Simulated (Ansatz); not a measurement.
NiO under changes of volume

One of the cells (7.856 Å³/atom); the others are scaled copies at fixed shape and fractional positions:

```
CELL_PARAMETERS angstrom
2.50462 0.00000 0.00000
0.00000 2.50462 0.00000
0.00000 0.00000 2.50462
ATOMIC_POSITIONS crystal
Ni 0.00000 0.00000 0.00000
O 0.50000 0.50000 0.50000
```

Measurements of this composition are mostly on another form, of space group No. 225.

```yaml
Program: Ansatz 0.2.0
Functional: PBE
Potentials_or_basis: Ansatz PAW
Cutoff: "420 eV (not typed: the program's choice for these potentials)"
k_mesh: 11 × 11 × 11
Occupations: fermi-dirac, width 0.05 eV
Spin: collinear spin, ferromagnetic start
Starting_moments: "[1.0, 0.0] μB"
```

| volume (Å³/atom) | energy over the lowest point (meV/atom) | pressure (GPa) | moment (μB per cell) |
| --- | --- | --- | --- |
| 7.384 | 155.89 | 46.0 | 0.00 |
| 7.542 | 114.97 | 37.8 | 0.00 |
| 7.699 | 81.71 | 30.4 | 0.00 |
| 7.856 | 55.35 | 23.8 | 0.00 |
| 8.013 | 35.41 | 21.4 | 1.25 |
| 8.170 | ? | ? | ? |
| 8.327 | 0.00 | 13.8 | 1.75 |

Q: What does the run at 8.170 Å³/atom give?

A: Energy over the lowest point 15.94 meV/atom; pressure 17.8 GPa; moment 1.58 μB per cell.

Worked out: A Birch-Murnaghan fit of order 3 (a polynomial in V^(-2/3)) to the other rows has no minimum within the range. It gives 16.61 meV/atom at 8.170 Å³/atom, against the run's 15.94, and -dE/dV = 17.5 GPa, against 17.8. The moment follows no smooth curve through the other rows.

Energies are extrapolated to zero smearing.

Caveats: the starting moments weren't kept (some runs); a cell with one magnetic atom can't hold antiferromagnetic order, which such compounds often take (some runs).
